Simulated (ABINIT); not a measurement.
# N (P6_3/mmc) in ABINIT: reference runs

How does N come out in PBE? The cell is run as given and disturbed.

Program: ABINIT 10.8.3 (patched build). These are calculated values, not measurements. Logs are shortened: lines on timing, memory, paths and dates and some standing lists are left out, and cuts for length are marked. The log counts tension as positive stress, the text compression.

## Step 1: Starting point

It takes space group P6_3/mmc (No. 194, hexagonal). Conventional cell: a = 4.167 Å, b = 4.167 Å, c = 7.006 Å, α = 90.00°, β = 90.00°, γ = 120.00°. N (site symmetry 3m) has 1 N at 1.11 Å as nearest neighbours.

## Step 2: Single point, PBE

run.abi reads:

```
# Pseudopotentials
pp_dirpath "./"
pseudos "N.GGA_PBE-JTH.xml"

# Structure
acell 3*1.0
rprim
     7.8749287096     0.0000000000     0.0000000000
    -3.9374643548     6.8198883156     0.0000000000
     0.0000000000     0.0000000000    13.2394278621
ntypat 1
znucl 7
natom 4
typat 1 1 1 1
xred
     0.6666666667     0.3333333333     0.6710699600
     0.6666666667     0.3333333333     0.8289300400
     0.3333333333     0.6666666667     0.1710699600
     0.3333333333     0.6666666667     0.3289300400

# Plane-wave basis
ecut 26.0
pawecutdg 48.0
pawovlp 30

# k points
kptopt 1
ngkpt 7 7 4
nshiftk 1
shiftk 0.0 0.0 0.0

# Exchange and correlation
ixc 11

# Bands and occupations
nband 14
occopt 3
tsmear 0.05 eV

# SCF cycle
nstep 100
tolvrs 1.0e-9

# Output
iomode 3
prtwf 0
prteig 0
prtebands 0
enunit 1
prtden 1
prtvha 1
prtvclmb 1
prtpot 1
```

Potentials or basis: JTH PAW PBE v2.0.

The run is started by

```
> abinit run.abi > log 2>&1
```

run.abo:

```text
.Version 10.8.3 of ABINIT
 Symmetries : space group P6_3/m m c (#194); Bravais hP (primitive hexag.)
================================================================================
 Values of the parameters that define the memory need of the present run
     intxc =       0    ionmov =       0      iscf =      17    lmnmax =       8
     lnmax =       4     mgfft =      64  mpssoang =       2    mqgrid =    4130
     natom =       4  nloc_mem =       2    nspden =       1   nspinor =       1
    nsppol =       1      nsym =      24    n1xccc =       1    ntypat =       1
    occopt =       3   xclevel =       2
       mpw =        4519          nfft =      102400          nkpt =          24
 PAW method is used; the additional fine FFT grid is defined by:
   mgfftf=        90    nfftf =    225000
================================================================================
================================================================================

--------------------------------------------------------------------------------
------------- Echo of variables that govern the present computation ------------
--------------------------------------------------------------------------------
 -outvars: echo values of preprocessed input variables --------
            acell      1.0000000000E+00  1.0000000000E+00  1.0000000000E+00 Bohr
              amu      1.40067400E+01
             ecut      2.60000000E+01 Hartree
           enunit           1
              ixc          11
         kptrlatt        7    0    0      0    7    0      0    0    4
          kptrlen      5.29577114E+01
            natom           4
            nband          14
            ngfft          40      40      64
          ngfftdg          50      50      90
             nkpt          24
            nstep         100
             nsym          24
           ntypat           1
           occopt           3
        pawecutdg      4.80000000E+01 Hartree
          pawovlp      3.0000000000E+01
         pawxcdev           0
        prtebands           0
           prteig           0
           prtpot           1
         prtvclmb           1
           prtvha           1
            prtwf           0
            rprim      7.8749287096E+00  0.0000000000E+00  0.0000000000E+00
                      -3.9374643548E+00  6.8198883156E+00  0.0000000000E+00
                       0.0000000000E+00  0.0000000000E+00  1.3239427862E+01
          spgroup         194
           tolvrs      1.00000000E-09
           tsmear      1.83746611E-03 Hartree
            typat      1  1  1  1
           useylm           1
           xangst      2.0836164039E+00  1.2029764917E+00  4.7015184920E+00
                       2.0836164039E+00  1.2029764917E+00  5.8074867659E+00
                       8.5726636162E-18  2.4059529834E+00  1.1985167394E+00
                       8.5726636162E-18  2.4059529834E+00  2.3044850132E+00
            xcart      3.9374643548E+00  2.2732961052E+00  8.8845823258E+00
                       3.9374643548E+00  2.2732961052E+00  1.0974559467E+01
                       1.6199986404E-17  4.5465922104E+00  2.2648683948E+00
                       1.6199986404E-17  4.5465922104E+00  4.3548455363E+00
             xred      6.6666666667E-01  3.3333333333E-01  6.7106996000E-01
                       6.6666666667E-01  3.3333333333E-01  8.2893004000E-01
                       3.3333333333E-01  6.6666666667E-01  1.7106996000E-01
                       3.3333333333E-01  6.6666666667E-01  3.2893004000E-01
            znucl        7.00000

================================================================================

 chkinp: Checking input parameters for consistency.

================================================================================
== DATASET  1 ==================================================================

--- !DatasetInfo
iteration_state: {dtset: 1, }
dimensions: {natom: 4, nkpt: 24, mband: 14, nsppol: 1, nspinor: 1, nspden: 1, mpw: 4519, }
cutoff_energies: {ecut:  26.0, pawecutdg:  48.0, }
electrons: {nelect:   2.00000000E+01, charge:   0.00000000E+00, occopt:   3.00000000E+00, tsmear:   1.83746611E-03, }
meta: {optdriver: 0, ionmov: 0, optcell: 0, iscf: 17, paral_kgb: 0, }
...

 Exchange-correlation functional for the present dataset will be:
  GGA: Perdew-Burke-Ernzerhof functional - ixc=11
  J.P.Perdew, K.Burke, M.Ernzerhof, PRL 77, 3865 (1996)

 Real(R)+Recip(G) space primitive vectors, cartesian coordinates (Bohr,Bohr^-1):
 R(1)=  7.8749287  0.0000000  0.0000000  G(1)=  0.1269853  0.0733150  0.0000000
 R(2)= -3.9374644  6.8198883  0.0000000  G(2)=  0.0000000  0.1466300  0.0000000
 R(3)=  0.0000000  0.0000000 13.2394279  G(3)=  0.0000000  0.0000000  0.0755320
 Unit cell volume ucvol=  7.1103849E+02 bohr^3
 Angles (23,13,12)=  9.00000000E+01  9.00000000E+01  1.20000000E+02 degrees

 Coarse grid specifications (used for wave-functions):

 getcut: wavevector=  0.0000  0.0000  0.0000  ngfft=  40  40  64
         ecut(hartree)=     26.000   => boxcut(ratio)=   2.10600

 Fine grid specifications (used for densities):

 getcut: wavevector=  0.0000  0.0000  0.0000  ngfft=  50  50  90
         ecut(hartree)=     48.000   => boxcut(ratio)=   2.03635

--- Pseudopotential description ------------------------------------------------
- pspini: atom type   1  psp file is ./N.GGA_PBE-JTH.xml
 Pseudopotential format is: paw10
 basis_size (lnmax)=  4 (lmn_size=  8), orbitals=   0   0   1   1
 Spheres core radius: rc_sph= 1.20497474
 Shapefunction is SIN type: shapef(r)=[sin(pi*r/rshp)/(pi*r/rshp)]**2
 Radius for shape functions =  1.00243812
 Compensation charge density is not taken into account in XC energy/potential

   2.47463269E+02                                ecore*ucvol(ha*bohr**3)
--------------------------------------------------------------------------------

[... 7 lines left out ...]

     iter   Etot(hartree)      deltaE(h)  residm     nres2
 ETOT  1  -40.144808665969    -4.014E+01 7.906E-02 3.681E+01
 ETOT  2  -40.125823209437     1.899E-02 9.467E-03 2.641E+00
 ETOT  3  -40.122426086530     3.397E-03 1.134E-03 1.083E-01
 ETOT  4  -40.122342963717     8.312E-05 4.641E-05 7.882E-03
 ETOT  5  -40.122322896422     2.007E-05 7.473E-06 1.833E-03
 ETOT  6  -40.122312663044     1.023E-05 1.014E-06 1.563E-04
 ETOT  7  -40.122312638303     2.474E-08 3.059E-07 7.396E-06
 ETOT  8  -40.122312623830     1.447E-08 5.378E-08 6.651E-07
 ETOT  9  -40.122312621503     2.327E-09 1.659E-08 2.998E-08
 ETOT 10  -40.122312621527    -2.424E-11 2.910E-09 2.853E-09
 ETOT 11  -40.122312621540    -1.264E-11 9.098E-10 3.964E-10

 At SCF step   11       nres2   =  3.96E-10 < tolvrs=  1.00E-09 =>converged.

 Cartesian components of stress tensor (hartree/bohr^3)
  sigma(1 1)= -8.83380572E-06  sigma(3 2)=  0.00000000E+00
  sigma(2 2)= -8.83380573E-06  sigma(3 1)=  0.00000000E+00
  sigma(3 3)=  2.82249769E-05  sigma(2 1)=  0.00000000E+00

--- !ResultsGS
iteration_state: {dtset: 1, }
comment   : Summary of ground state results
lattice_vectors:
- [  7.8749287,   0.0000000,   0.0000000, ]
- [ -3.9374644,   6.8198883,   0.0000000, ]
- [  0.0000000,   0.0000000,  13.2394279, ]
lattice_lengths: [   7.87493,    7.87493,   13.23943, ]
lattice_angles: [ 90.000,  90.000, 120.000, ] # degrees, (23, 13, 12)
lattice_volume:   7.1103849E+02
convergence: {deltae: -1.264E-11, res2:  3.964E-10, residm:  9.098E-10, diffor: null, }
etotal    :  -4.01223126E+01
entropy   :   0.00000000E+00
fermie    :  -1.48114890E-01
cartesian_stress_tensor: # hartree/bohr^3
- [ -8.83380572E-06,   0.00000000E+00,   0.00000000E+00, ]
- [  0.00000000E+00,  -8.83380573E-06,   0.00000000E+00, ]
- [  0.00000000E+00,   0.00000000E+00,   2.82249769E-05, ]
pressure_GPa:  -1.0354E-01
xred      :
- [  6.6667E-01,   3.3333E-01,   6.7107E-01,  N]
- [  6.6667E-01,   3.3333E-01,   8.2893E-01,  N]
- [  3.3333E-01,   6.6667E-01,   1.7107E-01,  N]
- [  3.3333E-01,   6.6667E-01,   3.2893E-01,  N]
cartesian_forces: # hartree/bohr
- [  0.00000000E+00,  -6.46614183E-46,   7.84831471E-03, ]
- [  6.83852597E-29,   1.97411240E-28,  -7.84831471E-03, ]
- [ -6.83852597E-29,  -3.94822481E-29,   7.84831471E-03, ]
- [  0.00000000E+00,  -1.57928992E-28,  -7.84831471E-03, ]
force_length_stats: {min:   7.84831471E-03, max:   7.84831471E-03, mean:   7.84831471E-03, }
...

 Integrated electronic density in atomic spheres:
 ------------------------------------------------
 Atom  Sphere_radius  Integrated_density
    1        1.20497          2.68468234
    2        1.20497          2.68468234
    3        1.20497          2.68468234
    4        1.20497          2.68468234

================================================================================

 ----iterations are completed or convergence reached----

 Mean square residual over all n,k,spin=   44.098E-13; max=  90.980E-11
 reduced coordinates (array xred) for    4 atoms
       0.666666666667      0.333333333333      0.671069960000
       0.666666666667      0.333333333333      0.828930040000
       0.333333333333      0.666666666667      0.171069960000
       0.333333333333      0.666666666667      0.328930040000
 rms dE/dt=  5.9991E-02; max dE/dt=  1.0391E-01; dE/dt below (all hartree)
    1      -0.000000000000      0.000000000000     -0.103907196431
    2      -0.000000000000     -0.000000000000      0.103907196431
    3      -0.000000000000      0.000000000000     -0.103907196431
    4      -0.000000000000      0.000000000000      0.103907196431

 cartesian coordinates (angstrom) at end:
    1      2.08361640388949     1.20297649169028     4.70151849203777
    2      2.08361640388949     1.20297649169028     5.80748676585912
    3      0.00000000000000     2.40595298338055     1.19851673940547
    4      0.00000000000000     2.40595298338055     2.30448501322682

 cartesian forces (hartree/bohr) at end:
    1      0.00000000000000    -0.00000000000000     0.00784831470915
    2      0.00000000000000     0.00000000000000    -0.00784831470915
    3     -0.00000000000000    -0.00000000000000     0.00784831470915
    4      0.00000000000000    -0.00000000000000    -0.00784831470915
 frms,max,avg= 4.5312266E-03 7.8483147E-03   0.000E+00  0.000E+00  0.000E+00 h/b

 cartesian forces (eV/Angstrom) at end:
    1      0.00000000000000    -0.00000000000000     0.40357656882294
    2      0.00000000000000     0.00000000000000    -0.40357656882294
    3     -0.00000000000000    -0.00000000000000     0.40357656882294
    4      0.00000000000000    -0.00000000000000    -0.40357656882294
 frms,max,avg= 2.3300504E-01 4.0357657E-01   0.000E+00  0.000E+00  0.000E+00 e/A
 length scales=  1.000000000000  1.000000000000  1.000000000000 bohr
              =  0.529177210544  0.529177210544  0.529177210544 angstroms
 Fermi (or HOMO) energy (eV) =  -4.03041   Average Vxc (eV)=  -5.98045
 Eigenvalues (   eV  ) for nkpt=  24  k points:
 kpt#   1, nband= 14, wtk=  0.00510, kpt=  0.0000  0.0000  0.0000 (reduced coord)
 -24.85593  -24.83045  -10.60463   -9.87396   -8.14351   -8.14351   -8.04547   -8.04547
  -7.52224   -6.42631    1.34521    1.34521    1.81450    1.81450
 prteigrs : prtvol=0 or 1, do not print more k-points.

--- !EnergyTerms
iteration_state     : {dtset: 1, }
comment             : Components of total free energy in Hartree
kinetic             :  2.28105705180350E+01
hartree             :  1.89735592487836E+01
xc                  : -1.05043727841331E+01
Ewald energy        : -1.55734948331832E+01
psp_core            :  3.48030763659256E-01
local_psp           : -6.13365845071678E+01
PAW spherical_terms :  5.15997974667481E+00
internal            : -4.01223118473314E+01
'-kT*entropy'       :  1.56658851498172E-15
total_energy        : -4.01223118473314E+01
total_energy_eV     : -1.09178372475943E+03
...

--- !EnergyTermsDC
iteration_state     : {dtset: 1, }
comment             : '"Double-counting" decomposition of free energy'
band_energy         : -8.57795683295754E+00
Ewald energy        : -1.55734948331832E+01
psp_core            :  3.48030763659256E-01
xc_dc               : -1.71696852716817E+01
PAW spherical_terms :  8.50793552623578E-01
internal            : -4.01223126215396E+01
'-kT*entropy'       :  1.56658851498172E-15
total_energy_dc     : -4.01223126215396E+01
total_energy_dc_eV  : -1.09178374582671E+03
...

--- !EnergyTermsWithPAWCore
iteration_state     : {dtset: 1, }
comment             : 'Components of total free energy, including PAW core contributions'
Total energy        : -2.19046374072282E+02
Total energy DC     : -2.19046374846490E+02
Total energy (eV)   : -5.96055549066251E+03
Total energy DC (eV): -5.96055551172979E+03
...

 Cartesian components of stress tensor (hartree/bohr^3)
  sigma(1 1)= -8.83380572E-06  sigma(3 2)=  0.00000000E+00
  sigma(2 2)= -8.83380573E-06  sigma(3 1)=  0.00000000E+00
  sigma(3 3)=  2.82249769E-05  sigma(2 1)=  0.00000000E+00

-Cartesian components of stress tensor (GPa)         [Pressure= -1.0354E-01 GPa]
- sigma(1 1)= -2.59899537E-01  sigma(3 2)=  0.00000000E+00
- sigma(2 2)= -2.59899538E-01  sigma(3 1)=  0.00000000E+00
- sigma(3 3)=  8.30407491E-01  sigma(2 1)=  0.00000000E+00

== END DATASET(S) ==============================================================
================================================================================

 -outvars: echo values of variables after computation  --------
            acell      1.0000000000E+00  1.0000000000E+00  1.0000000000E+00 Bohr
           etotal     -4.0122312622E+01
            fcart      0.0000000000E+00 -6.4661418274E-46  7.8483147091E-03
                       6.8385259663E-29  1.9741124037E-28 -7.8483147091E-03
                      -6.8385259663E-29 -3.9482248074E-29  7.8483147091E-03
                       0.0000000000E+00 -1.5792899230E-28 -7.8483147091E-03
            rprim      7.8749287096E+00  0.0000000000E+00  0.0000000000E+00
                      -3.9374643548E+00  6.8198883156E+00  0.0000000000E+00
                       0.0000000000E+00  0.0000000000E+00  1.3239427862E+01
           strten     -8.8338057214E-06 -8.8338057348E-06  2.8224976931E-05
                       0.0000000000E+00  0.0000000000E+00  0.0000000000E+00
           xangst      2.0836164039E+00  1.2029764917E+00  4.7015184920E+00
                       2.0836164039E+00  1.2029764917E+00  5.8074867659E+00
                       8.5726636162E-18  2.4059529834E+00  1.1985167394E+00
                       8.5726636162E-18  2.4059529834E+00  2.3044850132E+00
             xred      6.6666666667E-01  3.3333333333E-01  6.7106996000E-01
                       6.6666666667E-01  3.3333333333E-01  8.2893004000E-01
                       3.3333333333E-01  6.6666666667E-01  1.7106996000E-01
                       3.3333333333E-01  6.6666666667E-01  3.2893004000E-01
 Calculation completed.
```

It took 50 s on 1 thread of Arm Neoverse V1, shared host; peak memory 0.18 GiB.

Results:

```yaml
Free_energy: -1091.7837 eV
Pressure: -0.1 GPa
Largest_force: 0.404 eV/Å
Band_gap_on_the_k_mesh: 7.05 eV, indirect (least direct gap 7.32 eV)
```

Forces in eV/Å, atoms in the order of the input:
```
N    0.000  0.000  0.404
N    0.000  0.000 -0.404
N    0.000  0.000  0.404
N    0.000  0.000 -0.404
```

Stress tensor (GPa, compression positive):
```
 0.26  0.00  0.00
 0.00  0.26  0.00
 0.00  0.00 -0.83
```

Caveat: an odd mesh through Γ misses points on the zone boundary, where band edges often lie; the atomic spheres overlap.

## Step 3: Single point, PBE (atoms moved at random, drawn with an rms of 0.05 Å)

run.abi reads:

```
# Pseudopotentials
pp_dirpath "./"
pseudos "N.GGA_PBE-JTH.xml"

# Structure
acell 3*1.0 Angstrom
rprim
     4.1672328106     0.0000000000     0.0000000000
    -2.0836164053     3.6089294775     0.0000000000
     0.0000000000     0.0000000000     7.0060035100
ntypat 1
znucl 7
natom 4
typat 1 1 1 1
xred
     0.6613820000     0.3287870000     0.6664440000
     0.6705630000     0.3284040000     0.8269280000
     0.3403360000     0.6710570000     0.1693300000
     0.3271360000     0.6464010000     0.3277790000
chkprim 0
chksymtnons 0
tolsym 1.0e-6

# Plane-wave basis
ecut 26.0
pawecutdg 48.0
pawovlp 30

# k points
kptopt 1
ngkpt 7 7 4
nshiftk 1
shiftk 0.0 0.0 0.0

# Exchange and correlation
ixc 11

# Bands and occupations
nband 14
occopt 3
tsmear 0.05 eV

# SCF cycle
nstep 100
tolvrs 1.0e-9

# Output
iomode 3
prtwf 0
prteig 0
prtebands 0
prtden 1
prtvha 1
prtvclmb 1
prtpot 1
```

Potentials or basis: JTH PAW PBE v2.0.

The run is started by

```
> abinit run.abi > log 2>&1
```

Run time: 4 min. Hardware: 1 thread of Arm Neoverse V1, shared host; peak memory 0.3 GiB.

The run converged. Its results:

- Free energy: -1091.7447 eV
- Pressure: -2.1 GPa
- Largest force: 2.895 eV/Å
- Band gap on the k mesh: 6.89 eV, indirect (least direct gap 7.16 eV)

Forces in eV/Å, atoms in the order of the input:
```
N    0.096 -0.019  2.893
N   -0.097  0.009 -2.884
N   -0.003 -0.119  1.438
N    0.004  0.130 -1.448
```

Stress tensor (GPa, compression positive):
```
 0.29  0.00 -0.15
 0.00  0.26  0.17
-0.15  0.17 -6.88
```

Levels at points of the mesh, in eV from the valence-band top:
```
           k point  band 7  band 8  band 9  band 10  band 11  band 12  band 13  band 14
(0.00, 0.00, 0.00)   -1.51   -1.51   -1.10     0.00     7.58     7.59     8.05     8.07
(0.00, 0.00, 0.50)   -1.53   -1.53   -0.51    -0.49     7.74     7.75     7.87     7.89
```

Caveat: an odd mesh through Γ misses points on the zone boundary, where band edges often lie; the atomic spheres overlap.
